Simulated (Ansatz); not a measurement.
## Structure relaxation of FeCo₃

Theory: DFT r2SCAN, scalar-relativistic, plane waves, PAW (Ansatz). Cutoff 500 eV, Γ-centred k mesh, Gaussian smearing, collinear spin, first started from parallel moments.

The start is a database structure of FeCo₃, space group P4/mmm (No. 123).

```
CELL_PARAMETERS angstrom
2.46601 0.00000 0.00000
0.00000 2.46601 0.00000
0.00000 0.00000 7.06346
ATOMIC_POSITIONS crystal
Fe 0.00000 0.00000 0.00000
Co 0.50000 0.50000 0.74540
Co 0.00000 0.00000 0.50000
Co 0.50000 0.50000 0.25460
```

Steps on the 8×8×4 mesh (4 atoms). 5 of 6 steps are shown, and the free energy counts from the last. Trial steps that were taken back and renewals of the plane-wave basis can be among the rows.

```
step  ΔF (meV/atom) V (Å³/atom) P (GPa) largest force component (eV/Å)
   1           12.2        10.74     5.88                           0.457
   2            4.3        10.90     2.42                           0.278
   3            0.7        11.06    -0.39                           0.031
   4            0.5        11.06    -0.32                           0.007
   6            0.0        11.05    -0.02                           0.001
```

A final relaxation ran on a 18×18×6 mesh. The relaxed crystal, P4/mmm (No. 123):

```
Fe Co
1.0
     2.47397    0.00000    0.00000
     0.00000    2.47397    0.00000
     0.00000    0.00000    7.23965
Fe Co
1 3
Cartesian
  0.0000 0.0000 0.0000
  1.2370 1.2370 5.3500
  0.0000 0.0000 3.6198
  1.2370 1.2370 1.8896
```

* Volume per atom: 11.08 Å³
* Density: 8.72 g/cm³
* Energy over the elements: -0.02 eV/atom
* Gap on the 18×18×6 mesh: 0 eV (a metal)
* Net moment per atom: 2.05 μB
* Largest site moment: 2.89 μB

Formation energies are uncorrected and refer to the elements' standard structures at the same level.

The final run used a 18×18×6 mesh on its 4-atom cell and 0.10 eV smearing. The k mesh leaves about 4 meV/atom of noise in metals. The magnetic state reached may not be the lowest.

Symmetry constrained the relaxation, so the result can be a saddle point.

Cost: 3 runs of about 24 core-minutes in all, on Arm Neoverse V2 (shared hosts).